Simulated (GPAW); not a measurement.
Write an ASE script for GPAW 26.7.0 that does the following.

```yaml
Task: relaxation of cell and atoms
Functional: BLYP
Dispersion: D3(BJ)
Potentials_or_basis: PAW data sets generated in the run's folder for this functional
Cutoff: 800 eV
Basis: pw
k_mesh: 10 × 10 × 10
Occupations: fermi-dirac, width 0.05 eV
Spin: no spin polarisation
Eigensolver: davidson
Maxiter: 150
Optimizer: BFGS
Fmax: 0.01 eV/Å
Max_steps: 40
Convergence: density=1e-05 forces=0.0001
```

The structure of HfC lies in POSCAR:

```
HfC
1.0
    0.0000000000      2.3250000000      2.3250000000
    2.3250000000      0.0000000000      2.3250000000
    2.3250000000      2.3250000000      0.0000000000
Hf C
1 1
Direct
    0.5000000000      0.5000000000      0.5000000000
    0.0000000000      0.0000000000      0.0000000000
```

The input as run:

run.py

```python
from ase.calculators.mixing import SumCalculator
from ase.filters import FrechetCellFilter
from ase.io import read, write
from ase.optimize import BFGS
from dftd3.ase import DFTD3
from gpaw import GPAW, PW, setup_paths

setup_paths.insert(0, '.')

atoms = read('POSCAR')

calc = GPAW(mode=PW(800),
            xc='BLYP',
            kpts={'size': (10, 10, 10), 'gamma': True},
            occupations={'name': 'fermi-dirac', 'width': 0.05},
            nbands=18,
            convergence={'density': 1e-05, 'forces': 0.0001},
            eigensolver='davidson',
            maxiter=150,
            txt='gpaw.txt')
atoms.calc = SumCalculator([calc, DFTD3(method='blyp', damping='d3bj')])
opt = BFGS(FrechetCellFilter(atoms), trajectory='relax.traj', logfile='-')
done = opt.run(fmax=0.01, steps=40)
calc.write('gs.gpw')
write('result.traj', atoms)
print('Converged:', done)
print('Cell:', atoms.cell.cellpar().round(4))
print('Volume:', round(atoms.get_volume(), 4))
print(atoms.get_scaled_positions().round(5))
```

Potentials or basis: PAW data sets generated in the run's folder for this functional, pw.

Command:

```sh
$ gpaw-setup -f BLYP C Hf
$ OMP_NUM_THREADS=1 python run.py
```

It gave:

```yaml
Relaxed_volume: 12.36 Å³/atom
Relaxed_cell: a = 3.270 Å, b = 3.270 Å, c = 3.270 Å, α = 60.00°, β = 60.00°, γ = 60.00°
Space_group_after_relaxing_to_0.05_Å: Fm-3m (No. 225)
Energy_gained_by_relaxing: 2.3 meV/atom
Ionic_steps: 3
Pressure_after_relaxing: 0.0 GPa
Band_gap_on_the_k_mesh: none (metal or under the smearing width)
Dispersion_energy_per_atom: -0.861 eV
```

Caveat: later steps reuse the first step's grids; pairwise dispersion overbinds metals, which lowers pressure and volume.

Run time: 66 s on 1 thread of Arm Neoverse V1, on a shared host, peak memory 0.23 GiB.
